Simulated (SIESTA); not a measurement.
Crystal: MnO2.

```
CELL_PARAMETERS angstrom
2.85658 0.00000 0.00000
-1.42829 2.47387 0.00000
0.00000 0.00000 4.60137
ATOMIC_POSITIONS crystal
Mn 0.00000 0.00000 0.50000
O 0.33333 0.66667 0.70629
O 0.66667 0.33333 0.29371
```

Measurements of this composition are mostly on another form, of space group No. 136.

Base run:

```yaml
Program: SIESTA 5.4.2
Functional: PBEsol
Potentials_or_basis: PseudoDojo 0.4 standard (PBEsol files)
Basis: DZP (energy shift 0.003 Ry; two zetas on semicore shells)
Grid_cutoff: 800 Ry
Energy_shift: 0.003 Ry
k_mesh: 11 × 11 × 6
Occupations: fermi-dirac, width 0.05 eV
Spin: collinear spin, ferromagnetic start
Starting_moments: "[4.0, 0.0, 0.0] μB"
```

Its results: band gap on the k mesh 0.69 eV, indirect (least direct gap 0.75 eV); pressure 0.5 GPa; net moment 3.00 μB per cell; site moments Mn +2.92; O +0.04 μB; largest force 0.253 eV/Å.

Task: The run is repeated on the same cell with these changes: functional from PBEsol to LDA; potentials or basis from PseudoDojo 0.4 standard (PBEsol files) to PseudoDojo 0.4 standard (LDA files). What comes out?

Result: Band gap on the k mesh 0.38 eV, indirect (least direct gap 0.42 eV); pressure -5.9 GPa; net moment 3.00 μB per cell; site moments Mn +2.88; O +0.06 μB; largest force 0.114 eV/Å.

Caveats: short orbitals over semicore shells can move pressures by several GPa; the basis of atomic orbitals isn't converged, which shifts pressures, moduli and gaps; a cell with one magnetic atom can't hold antiferromagnetic order, which such compounds often take.

Not every run made on this cell is shown here.
